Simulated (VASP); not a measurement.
# O2C in VASP: a series of runs

The runs below take O2C through relaxation of the atoms, vibrations by finite differences, with PBE.

Program: VASP 6.6.1. These are calculated values, not measurements. Logs are shortened: lines on timing, memory, paths and dates and some standing lists are left out, and cuts for length are marked.

## Step 1: Starting point

The cell holds a molecule in a box, 3 atoms: a = 12.155 Å, b = 12.655 Å, c = 13.155 Å, α = 90.00°, β = 90.00°, γ = 90.00°.

## Step 2: Relaxation of the atoms, PBE

Contents of INCAR:

```
  ALGO = Normal
  EDIFF = 1E-6
  EDIFFG = -0.03
  ENCUT = 400
  GGA = PE
  IBRION = 2
  ISIF = 2
  ISMEAR = 0
  ISYM = 0
  LASPH = T
  LCHARG = F
  LREAL = F
  LWAVE = F
  NELM = 60
  NSW = 120
  PREC = Accurate
  SIGMA = 0.01
```

Contents of KPOINTS:

```
k-points
0
Gamma
  1 1 1
```

Contents of POSCAR:

```
CO2
1.0
   12.1554342666      0.0000000000      0.0000000000
    0.0000000000     12.6554342666      0.0000000000
    0.0000000000      0.0000000000     13.1554342666
O C
2 1
Selective dynamics
Direct
    0.4862752546      0.5649009670      0.4370815809  F F F
    0.5137244403      0.4430003210      0.5629181160  T T T
    0.5000003051      0.5039513278      0.5000003031  T T T
```

Potentials or basis: VASP PAW PBE potentials, release 64 (O, C).

Launch:

```bash
cat potpaw_PBE.64/O/POTCAR potpaw_PBE.64/C/POTCAR > POTCAR
mpirun -np 1 vasp_gam > vasp.out
```

OUTCAR:

```text
EDIFF = 1E-6
   EDIFFG = -0.03
   ENCUT = 400
   GGA = PE
   IBRION = 2
   ISIF = 2
   ISMEAR = 0
   ISYM = 0
   LASPH = T
   LREAL = F
   NELM = 60
   NSW = 120
   PREC = Accurate

 ion  position               nearest neighbor table
   1  0.486  0.565  0.437-   3 1.14
   2  0.514  0.443  0.563-   3 1.14
   3  0.500  0.504  0.500-   1 1.14   2 1.14

IMPORTANT INFORMATION: All symmetrisations will be switched off!
NOSYMM: (Re-)initialisation of all symmetry stuff for point group C_1.

----------------------------------------------------------------------------------------

                                     Primitive cell

  volume of cell :    2023.7307

  direct lattice vectors                    reciprocal lattice vectors
    12.155434267  0.000000000  0.000000000     0.082267731  0.000000000  0.000000000
     0.000000000 12.655434267  0.000000000     0.000000000  0.079017439  0.000000000
     0.000000000  0.000000000 13.155434267     0.000000000  0.000000000  0.076014214

  length of vectors
    12.155434267 12.655434267 13.155434267     0.082267731  0.079017439  0.076014214

  position of ions in fractional coordinates (direct lattice)
     0.486275255  0.564900967  0.437081581
     0.513724440  0.443000321  0.562918116
     0.500000305  0.503951328  0.500000303

  ion indices of the primitive-cell ions
   primitive index   ion index
                 1           1
                 2           2
                 3           3

----------------------------------------------------------------------------------------

 KPOINTS: k-points

Automatic generation of k-mesh.
 Grid dimensions read from file:
 generate k-points for:    1    1    1

 Generating k-lattice:

  Cartesian coordinates                     Fractional coordinates (reciprocal lattice)
     0.082267731  0.000000000  0.000000000     1.000000000  0.000000000  0.000000000
     0.000000000  0.079017439  0.000000000     0.000000000  1.000000000  0.000000000
     0.000000000  0.000000000  0.076014214     0.000000000  0.000000000  1.000000000

  Length of vectors
     0.082267731  0.079017439  0.076014214

  Shift w.r.t. Gamma in fractional coordinates (k-lattice)
     0.000000000  0.000000000  0.000000000

 Subroutine IBZKPT returns following result:
 ===========================================

 Found      1 irreducible k-points:

 Following reciprocal coordinates:
            Coordinates               Weight
  0.000000  0.000000  0.000000      1.000000
   k-points           NKPTS =      1   k-points in BZ     NKDIM =      1   number of bands    NBANDS=     12
   number of dos      NEDOS =    301   number of ions     NIONS =      3
   total plane-waves  NPLWV = 604800
   dimension x,y,z NGX =    80 NGY =   84 NGZ =   90
   dimension x,y,z NGXF=   160 NGYF=  168 NGZF=  180
   ions per type =               2   1
   NGX,Y,Z   is equivalent  to a cutoff of  10.94, 11.03, 11.37 a.u.
   NGXF,Y,Z  is equivalent  to a cutoff of  21.88, 22.07, 22.75 a.u.
 SYSTEM =  unknown system
   PREC   = accura    normal or accurate (medium, high low for compatibility)
   ISTART =      0    job   : 0-new  1-cont  2-samecut
   ICHARG =      2    charge: 1-file 2-atom 10-const
   ISPIN  =      1    spin polarized calculation?
   LNONCOLLINEAR =      F non collinear calculations
   LSORBIT =      F    spin-orbit coupling
   LASPH  =      T    aspherical Exc in radial PAW
   ENCUT  =  400.0 eV  29.40 Ry    5.42 a.u.  19.82 20.64 21.45*2*pi/ulx,y,z
   NELM   =     60;   NELMIN=  2; NELMDL= -5     # of ELM steps
   EDIFF  = 0.1E-05   stopping-criterion for ELM
   LREAL  =      F    real-space projection
   EDIFFG = -.3E-01   stopping-criterion for IOM
   NSW    =    120    number of steps for IOM
   IBRION =      2    ionic relax: 0-MD 1-quasi-New 2-CG
   NFREE  =      1    steps in history (QN), initial steepest desc. (CG)
   ISIF   =      2    stress and relaxation
   ISYM   =      0    0-nonsym 1-usesym 2-fastsym
   POTIM  = 0.5000    time-step for ionic-motion
   TEBEG  =    0.0;   TEEND  =   0.0 temperature during run
   PSTRESS=    0.0 pullay stress
   NELECT =      16.0000    total number of electrons
   NUPDOWN=      -1.0000    fix difference up-down
   EMIN   =  10.00;   EMAX   =-10.00  energy-range for DOS
   EFERMI =   0.00;   METHOD = LEGACY
   ISMEAR =     0;   SIGMA  =   0.01  broadening in eV -4-tet -1-fermi 0-gaus
   EFERMI_NEDOS =   21; number of points for ismear=-14 and -15
   IALGO  =     38    algorithm
   IMIX   =      4    mixing-type and parameters
     AMIX     =   0.40;   BMIX     =  1.00
     AMIX_MAG =   1.60;   BMIX_MAG =  1.00
  volume/ion in A,a.u.               =     674.58      4552.27
  Fermi-wavevector in a.u.,A,eV,Ry     =   0.326135  0.616306  1.447170  0.106364
  Thomas-Fermi vector in A             =   1.217734
   LORBIT       =      0    0 simple, 1 ext, 2 COOP (PROOUT), +10 PAW based schemes
   GGA     = PE    functional components
   LHFCALC =     F    Hartree Fock is set to
   AEXX    =    0.0000 exact exchange contribution
   IVDW    =     0    specifies the selected vdW correction
   LEPSILON=     F    determine dielectric tensor
   LRPA    =     F    only Hartree local field effects (RPA)
 conjugate gradient relaxation of ions
 non-spin polarized calculation
 Gauss-broadening in eV      SIGMA  =   0.01
  energy-cutoff  :      400.00
  volume of cell :     2023.73
 maximum number of plane-waves:     18401
 NGX is ok and might be reduce to    80
   NGX = 39   NGY = 41   NGZ = 43

--------------------------------------- Ionic step        1  -------------------------------------------

 number of electron      16.0000005 magnetization

 Free energy of the ion-electron system (eV)
  ---------------------------------------------------
  ext. energy  EPLUGINS =         0.00000000
  ---------------------------------------------------
  free energy    TOTEN  =       -22.87996280 eV

  energy without entropy =      -22.87996280  energy(sigma->0) =      -22.87996280

------------------------ aborting loop because EDIFF is reached ----------------------------------------

  FORCE on cell =-STRESS in cart. coord.  units (eV):
  Direction    XX          YY          ZZ          XY          YZ          ZX
  --------------------------------------------------------------------------------------
  -------------------------------------------------------------------------------------
  Total       -1.3464070      2.5612624      3.1909639     -0.8859317     -4.3859743      0.9480567
  in kB       -1.0659436      2.0277384      2.5262700     -0.7013877     -3.4723536      0.7505717
  external PRESSURE =       1.1626883 kB  Pullay stress =       0.0000000 kB

 VOLUME and BASIS-vectors are now :
 -----------------------------------------------------------------------------
  energy-cutoff  :      400.00
  volume of cell :     2023.73
      direct lattice vectors                 reciprocal lattice vectors
    12.155434267  0.000000000  0.000000000     0.082267731  0.000000000  0.000000000
     0.000000000 12.655434267  0.000000000     0.000000000  0.079017439  0.000000000
     0.000000000  0.000000000 13.155434267     0.000000000  0.000000000  0.076014214
[... 186 lines left out ...]
 POSITION                                       TOTAL-FORCE (eV/Angst)
 -----------------------------------------------------------------------------------
      5.91089      7.14907      5.75000         0.000360      0.000718      0.000968
      6.25321      5.56627      7.44840         0.103288     -0.478432      0.511577
      6.08261      6.35509      6.60202        -0.103648      0.477713     -0.512546
 -----------------------------------------------------------------------------------
    total drift:                                0.000755     -0.000550     -0.002270

  FREE ENERGIE OF THE ION-ELECTRON SYSTEM (eV)
  ---------------------------------------------------
  free  energy   TOTEN  =       -22.9979145232 eV

  energy  without entropy=      -22.9979145232  energy(sigma->0) =      -22.99791452

--------------------------------------- Ionic step        7  -------------------------------------------

 number of electron      15.9999996 magnetization

 Free energy of the ion-electron system (eV)
  ---------------------------------------------------
  ext. energy  EPLUGINS =         0.00000000
  ---------------------------------------------------
  free energy    TOTEN  =       -23.00045507 eV

  energy without entropy =      -23.00045507  energy(sigma->0) =      -23.00045507

 E-fermi :  -8.9012     XC(G=0):  -0.3976

 val. band max:       -8.9885719183   @ k =   0.0000   0.0000   0.0000
 cond. band min:      -0.9455054201   @ k =   0.0000   0.0000   0.0000
 fundamental gap:      8.0430664982
 Fermi energy:        -8.9012350311

 k-point     1 :       0.0000    0.0000    0.0000
  band No.  band energies     occupation
      1     -29.0746      2.00000
      2     -28.0656      2.00000
      3     -13.7121      2.00000
      4     -12.5525      2.00000
      5     -12.5524      2.00000
      6     -12.5218      2.00000
      7      -8.9888      2.00000
      8      -8.9886      2.00000
      9      -0.9455      0.00000
     10      -0.5119      0.00000
     11      -0.5112      0.00000
     12       0.2507      0.00000

------------------------ aborting loop because EDIFF is reached ----------------------------------------

  FORCE on cell =-STRESS in cart. coord.  units (eV):
  Direction    XX          YY          ZZ          XY          YZ          ZX
  --------------------------------------------------------------------------------------
  -------------------------------------------------------------------------------------
  Total       -1.5431345     -1.3813372     -1.3507312     -0.0355017     -0.1661531      0.0352618
  in kB       -1.2216917     -1.0935977     -1.0693670     -0.0281065     -0.1315426      0.0279166
  external PRESSURE =      -1.1282188 kB  Pullay stress =       0.0000000 kB
[... 10 lines left out ...]
 POSITION                                       TOTAL-FORCE (eV/Angst)
 -----------------------------------------------------------------------------------
      5.91089      7.14907      5.75000         0.001780     -0.005552      0.007543
      6.25421      5.56165      7.45338         0.000005     -0.000925     -0.000682
      6.08255      6.35534      6.60175        -0.001785      0.006477     -0.006862
 -----------------------------------------------------------------------------------
    total drift:                                0.000821     -0.000881     -0.001584

  FREE ENERGIE OF THE ION-ELECTRON SYSTEM (eV)
  ---------------------------------------------------
  free  energy   TOTEN  =       -23.0004550695 eV

  energy  without entropy=      -23.0004550695  energy(sigma->0) =      -23.00045507

 reached required accuracy - stopping structural energy minimisation
```

It took 4.7 min on 1 thread of Intel Xeon 6975P-C (Granite Rapids), shared host; peak memory 1.2 GiB.

What came out:

| Item | Value |
| --- | --- |
| Free energy | -23.0005 eV |
| Energy gained by relaxing | 40.2 meV/atom |
| Ionic steps | 7 |
| Gap between the frontier levels | 8.04 eV |

Step by step:
| step | energy change (eV) | largest force (eV/Å) | pressure (GPa) |
| --- | --- | --- | --- |
| 1 | 0.0000 | 3.7868 | 0.12 |
| 2 | 0.6701 | 11.0235 | -0.32 |
| 3 | -0.0641 | 3.6748 | -0.01 |
| 4 | -0.0203 | 3.9069 | -0.25 |
| 5 | -0.1201 | 0.2682 | -0.12 |
| 6 | -0.1180 | 0.7083 | -0.09 |
| 7 | -0.1205 | 0.0096 | -0.11 |

Final structure:
```xyz
3
Lattice="12.1554 0.0000 0.0000 0.0000 12.6554 0.0000 0.0000 0.0000 13.1554" Properties=species:S:1:pos:R:3 pbc="T T T"
O     5.9109    7.1491    5.7500
O     6.2542    5.5617    7.4534
C     6.0826    6.3553    6.6017
```

Levels at points of the mesh, in eV from the valence-band top:
```csv
k point,band 6,band 7,band 8,band 9,band 10,band 11
"(0.00, 0.00, 0.00)",-3.53,0.00,0.00,8.04,8.48,8.48
```

Caveat: the cutoff is under 1.25 times the usual one of these potentials, so pressure, stress and relaxed cells hold a basis-set (Pulay) error; the standard files for N, O and F lose accuracy on very short bonds.

## Step 3: Vibrations by finite differences, PBE

Contents of INCAR:

```
SYSTEM = CO2
PREC = Accurate
ENCUT = 400
EDIFF = 1E-7
ISMEAR = 0
SIGMA = 0.01
LREAL = .False.
LASPH = .True.
NELM = 60
ALGO = Normal
ISIF = 2
LWAVE = .False.
LCHARG = .False.
GGA = PE
IBRION = 5
NFREE = 2
POTIM = 0.015
NSW = 1
ISYM = 0
```

Contents of KPOINTS:

```
regular mesh
0
Gamma
  1 1 1
  0 0 0
```

Contents of POSCAR:

```
CO2                                     
1.0
   12.1554342666      0.0000000000      0.0000000000
    0.0000000000     12.6554342666      0.0000000000
    0.0000000000      0.0000000000     13.1554342666
  O               C             
     2     1
Selective dynamics
Direct
0.4862752546000024  0.5649009669999998  0.4370815808999993  T T T
0.5145193768152326  0.4394677061471589  0.5665627217098559  T T T
0.5003979974479511  0.5021830033952209  0.5018266730889978  T T T
```

Potentials or basis: VASP PAW PBE potentials, release 64 (O, C).

Launch:

```bash
cat potpaw_PBE.64/O/POTCAR potpaw_PBE.64/C/POTCAR > POTCAR
mpirun -np 1 vasp_gam > vasp.out
```

OUTCAR:

```text
SYSTEM = CO2
   PREC = Accurate
   ENCUT = 400
   EDIFF = 1E-7
   ISMEAR = 0
   LREAL = .False.
   LASPH = .True.
   NELM = 60
   ISIF = 2
   GGA = PE
   IBRION = 5
   NFREE = 2
   POTIM = 0.015
   NSW = 1
   ISYM = 0

 ion  position               nearest neighbor table
   1  0.486  0.565  0.437-   3 1.18
   2  0.515  0.439  0.567-   3 1.18
   3  0.500  0.502  0.502-   2 1.18   1 1.18

IMPORTANT INFORMATION: All symmetrisations will be switched off!
NOSYMM: (Re-)initialisation of all symmetry stuff for point group C_1.
[... 342 lines left out ...]
     12       0.2455      0.00000
[... 28 lines left out ...]
  FREE ENERGIE OF THE ION-ELECTRON SYSTEM (eV)
  ---------------------------------------------------
  free  energy   TOTEN  =       -22.9893492605 eV

  energy  without entropy=      -22.9893492605  energy(sigma->0) =      -22.98934926

 SECOND DERIVATIVES (NOT SYMMETRIZED)
 ------------------------------------
               1X          1Y          1Z          2X          2Y          2Z          3X          3Y          3Z
  1X    -5.181271    9.104822   -9.765209   -3.001463   -0.947929    1.015103    8.182735   -8.156893    8.750106
  1Y     9.112158  -45.209751   45.112684   -0.945299    1.106602   -4.628972   -8.166858   44.103150  -40.483712
  1Z    -9.780726   45.123871  -51.638388    1.014901   -4.628841    1.787039    8.765825  -40.495029   49.851349
  2X    -3.001343   -0.944413    1.003317   -5.175385    9.106176   -9.750256    8.176729   -8.161763    8.746939
  2Y    -0.946150    1.104851   -4.629914    9.122609  -45.238991   45.154734   -8.176459   44.134140  -40.524820
  2Z     1.003412   -4.631086    1.751056   -9.765940   45.165569  -51.596262    8.762528  -40.534483   49.845205
  3X     8.179988   -8.150302    8.739160    8.174190   -8.158820    8.747147  -16.354178   16.309122  -17.486307
  3Y    -8.162501   44.106391  -40.493342   -8.170901   44.139308  -40.530415   16.333402  -88.245699   81.023757
  3Z     8.754649  -40.503302   49.839452    8.762949  -40.542986   49.868326  -17.517598   81.046288  -99.707779

 Eigenvectors and eigenvalues of the dynamical matrix
 ----------------------------------------------------

   1 f  =   70.724817 THz   444.377128 2PiTHz 2359.125943 cm-1   292.494207 meV
             X         Y         Z           dx          dy          dz
      5.910887  7.149067  5.749998     0.053867   -0.248980    0.267271
      6.254206  5.561655  7.453379     0.053891   -0.249261    0.267440
      6.082555  6.355344  6.601748    -0.124336    0.575092   -0.617190
[... 43 lines left out ...]
   9 f/i=    0.846896 THz     5.321205 2PiTHz   28.249414 cm-1     3.502479 meV
             X         Y         Z           dx          dy          dz
      5.910887  7.149067  5.749998     0.180175    0.458475    0.200007
      6.254206  5.561655  7.453379    -0.249197   -0.502465   -0.608667
      6.082555  6.355344  6.601748    -0.029725   -0.018309   -0.176266
```

OSZICAR:

```text
N       E                     dE             d eps       ncg     rms          rms(c)
DAV:   1     0.190524436386E+03    0.19052E+03   -0.33144E+03    32   0.574E+02
DAV:   2     0.793711566528E+02   -0.11115E+03   -0.10164E+03    32   0.132E+02
DAV:   3    -0.124311831701E+02   -0.91802E+02   -0.88567E+02    32   0.127E+02
[... 13 lines left out ...]
DAV:  15    -0.229893473580E+02   -0.94916E-06   -0.28828E-08    20   0.104E-03    0.162E-04
DAV:  16    -0.229893485531E+02   -0.11952E-05   -0.24352E-08    16   0.113E-03    0.701E-05
DAV:  17    -0.229893489578E+02   -0.40465E-06   -0.61825E-09    16   0.602E-04    0.539E-05
DAV:  18    -0.229893491883E+02   -0.23055E-06   -0.99408E-10    16   0.358E-04    0.110E-05
DAV:  19    -0.229893492605E+02   -0.72150E-07    0.10149E-09    16   0.208E-04
  19 F= -.22989349E+02 E0= -.22989349E+02  d E =-.133226E-19
```

Wall time 13 min (1 thread of Intel Xeon 6975P-C (Granite Rapids), shared host); peak memory 1.2 GiB.

What came out:

* Highest phonon frequency at Γ, LO-TO splitting left out: 2359 cm⁻¹
* Most unstable mode: 28i cm⁻¹

Phonon frequencies in cm⁻¹ (negative: imaginary):
```csv
q point,frequencies
"(0.000, 0.000, 0.000)",-28 -4 0 9 11 630 632 1316 2359
```

Caveat: the cutoff is under 1.25 times the usual one of these potentials, so pressure, stress and relaxed cells hold a basis-set (Pulay) error; some modes are imaginary; the standard files for N, O and F lose accuracy on very short bonds.
